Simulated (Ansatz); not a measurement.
Basis-set extrapolation for C4H10O, SMILES `CCCCO` (PBE0-D4/def2-TZVP geometry, frozen core, Ansatz 0.2.0). Multiplicity 1, RHF reference.

```csv
,def2-TZVPP,def2-QZVPP
HF,-232.246047,-232.257307
MP2 correlation,-0.947516,-1.011287
CCSD(T) correlation,-1.034410,not run
```

Energies in hartree. Use E(X) = E(∞) + A·exp(−7.88·√X) for Hartree–Fock and E(X) = E(∞) + B·X^(−2.97) for correlation, with X = 3 and 4, and add CCSD(T) minus MP2 of the smaller set to the MP2 limit.

Question: What is the CCSD(T) energy at the basis-set limit?

Answer: HF limit: -232.257307 + (-0.011260) × 0.13774 = -232.25886. MP2 limit: -1.011287 + (-0.063771) × 0.74074 = -1.05852. Higher-order term: -1.034410 − (-0.947516) = -0.08689. Total: -233.40427 hartree, 77.7 kcal/mol below CCSD(T)/def2-TZVPP.
